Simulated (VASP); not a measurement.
**HfO2: single point with PBE**

The system is HfO2.

```xyz
6
Lattice="4.8135 0.0000 0.0000 0.0000 4.8135 0.0000 0.0000 0.0000 3.2054" Properties=species:S:1:pos:R:3 pbc="T T T"
Hf    2.3618    2.3975    1.6311
Hf    0.0190   -0.0134   -0.0428
O     3.8746    0.9599    1.6346
O     3.3093    3.3253    0.0054
O     1.5059    1.4627    0.0264
O     0.9253    3.8522    1.6416
```

The cell comes from a database or a generator and needn't be the stable form of this composition.

The cell isn't the ideal one: atoms moved at random, drawn with an rms of 0.05 Å.

* Program: VASP 6.6.1
* Task: single point
* Functional: PBE
* Potentials or basis: VASP PAW PBE potentials, release 64 (Hf_pv, O)
* Cutoff: 520 eV
* k mesh: 6 × 6 × 8
* Occupations: fermi-dirac, width 0.05 eV
* Spin: no spin polarisation
* Further INCAR settings: ALGO = Normal; EDIFF = 1e-07; NBANDS = 31

```yaml
Pressure: 6.6 GPa
Largest_force: 1.249 eV/Å
Band_gap_on_the_k_mesh: 3.98 eV, direct
```

Forces on the atoms (eV/Å):
```
Hf   1.102  0.027 -0.136
Hf  -1.015  0.262  0.678
O    0.429 -0.408 -0.211
O    0.595  0.692  0.243
O   -0.918 -0.804 -0.055
O   -0.192  0.230 -0.519
```

Stress tensor (GPa, compression positive):
```
 5.89 -1.11 -0.16
-1.11  6.12  0.96
-0.16  0.96  7.88
```

Levels at points of the mesh, in eV from the valence-band top:
```tsv
k point	band 20	band 21	band 22	band 23	band 24	band 25
(0.00, 0.00, 0.00)	-0.58	-0.53	0.00	3.98	4.26	5.24
(0.50, 0.00, 0.00)	-1.34	-0.97	-0.52	4.55	4.80	6.07
(0.00, 0.50, 0.00)	-1.37	-0.73	-0.65	4.56	4.80	6.07
(0.50, 0.50, 0.00)	-1.09	-0.87	-0.81	4.14	4.42	5.58
(0.00, 0.00, 0.50)	-1.95	-1.02	-0.96	5.37	5.69	5.88
(0.50, 0.00, 0.50)	-1.66	-0.98	-0.94	4.11	4.18	6.29
(0.00, 0.50, 0.50)	-1.75	-0.92	-0.90	4.17	4.22	6.27
(0.50, 0.50, 0.50)	-1.09	-0.51	-0.50	4.95	5.26	5.66
```

Run time: 5.2 min on 1 thread of Intel(R) Xeon(R) Platinum 8488C (Sapphire Rapids) (shared host), peak memory 0.38 GiB.

Caveat: spin-orbit coupling is left out, which moves the levels of the heavy elements. A k mesh can miss the band edges.
